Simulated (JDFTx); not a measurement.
**AgBr under changes of volume**

One of the cells (23.644 Å³/atom); the others are scaled copies at fixed shape and fractional positions:

```
CELL_PARAMETERS angstrom
0.00000 2.87015 2.87015
2.87015 0.00000 2.87015
2.87015 2.87015 0.00000
ATOMIC_POSITIONS crystal
Ag 0.00000 0.00000 0.00000
Br 0.50000 0.50000 0.50000
```

| Quantity | Value |
| --- | --- |
| Program | JDFTx 1.7.0 (patched build) |
| Functional | RPBE |
| Potentials or basis | PseudoDojo-SR-PBE-0.5-standard with smoothed tails |
| Cutoff | 1116 eV |
| Density cutoff | 8925 eV |
| k mesh | 8 × 8 × 8 |
| Occupations | fermi-dirac, width 0.05 eV |
| Spin | no spin polarisation |

```csv
volume (Å³/atom),energy over the lowest point (meV/atom),pressure (GPa),gap on the mesh (eV)
22.225,92.40,8.8,0.83
22.698,68.41,7.4,0.83
23.171,48.40,6.1,0.83
23.644,?,?,?
24.116,18.58,4.0,0.85
24.589,8.03,3.1,0.86
25.062,0.00,2.3,0.87
```

Problem. What does the run at 23.644 Å³/atom give?

Solution. Energy over the lowest point 31.91 meV/atom; pressure 5.0 GPa; gap on the mesh 0.84 eV.

Worked out: A Birch-Murnaghan fit of order 3 (a polynomial in V^(-2/3)) to the other rows has no minimum within the range. It gives 31.90 meV/atom at 23.644 Å³/atom, against the run's 31.91, and -dE/dV = 5.0 GPa, against 5.0. A parabola through the other rows of the gap, of slope 0.366 eV per unit of ln V there, gives 0.84 eV, against the run's 0.84.

Energies are extrapolated to zero smearing.

Caveats: the potentials were made for another functional, which shifts forces and pressure.

A mesh can miss the band edges. Spin-orbit coupling on Ag, Br is left out.
